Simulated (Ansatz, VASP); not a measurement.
**One calculation of BN, two programs**

File INCAR:

```
SYSTEM = BN
  PREC = Accurate
  ENCUT = 520
  EDIFF = 1E-7
  ISMEAR = 0
  SIGMA = 0.05
  LREAL = .FALSE.
  LASPH = .TRUE.
  NELM = 80
  ALGO = Normal
  ISIF = 2
  LWAVE = .FALSE.
  LCHARG = .FALSE.
  NBANDS = 16
```

The input KPOINTS:

```
regular mesh
0
G
  12 12 4
  0 0 0
```

POSCAR

```
BN
1.0
    2.5745635121      0.0000000000      0.0000000000
   -1.2872817561      2.2296374052      0.0000000000
    0.0000000000      0.0000000000      6.3010224206
B N
2 2
Direct
    0.3333333333      0.6666666667      0.2500000000
    0.6666666667      0.3333333333      0.7500000000
    0.3333333333      0.6666666667      0.7500000000
    0.6666666667      0.3333333333      0.2500000000
```

Input for Ansatz:

```yaml
crystal:
  lattice:
    - [2.5745635121, 0.0, 0.0]
    - [-1.2872817561, 2.2296374052, 0.0]
    - [0.0, 0.0, 6.3010224206]
  atoms:
    - { symbol: B, position: [0.3333333333, 0.6666666667, 0.25] }
    - { symbol: B, position: [0.6666666667, 0.3333333333, 0.75] }
    - { symbol: "N", position: [0.3333333333, 0.6666666667, 0.75] }
    - { symbol: "N", position: [0.6666666667, 0.3333333333, 0.25] }
basis:
  ecutwfc: 420
kpoints:
  mp_grid: { grid: [12, 12, 4] }
hamiltonian:
  xc: lda
scf:
  occupations: { method: gaussian, width: 0.05 }
output:
  forces: true
  stress: true
  eigenvalues: true
```

Alike in both runs: task single point; functional LDA; k mesh 12 × 12 × 4; occupations gaussian, width 0.05 eV; no spin polarisation.

|  | VASP | Ansatz |
| --- | --- | --- |
| version | VASP 6.6.1 | Ansatz 0.2.0 |
| potentials or method | VASP PAW LDA potentials, release 64 (B, N) | scalar-relativistic, plane waves, PAW |
| plane-wave cutoff (eV) | 520 | 420 |
| valence electrons in the cell | 16 | 16 |

```tsv
	VASP	Ansatz	Ansatz less VASP
gap on the k mesh at the Fermi level (eV)	3.82	3.84	+0.014
least direct gap on the mesh (eV)	4.12	4.13	+0.014
pressure (GPa)	-22.1	-22.5	-0.40
largest component of the traceless stress (GPa)	22.60	23.12	+0.526
```

Caveats: so large a pressure means that the cell lies far from this level's equilibrium, or that cutoff or potentials fall short (VASP). As with any semilocal functional, this LDA gap is likely too small. A k mesh can miss the band edges.
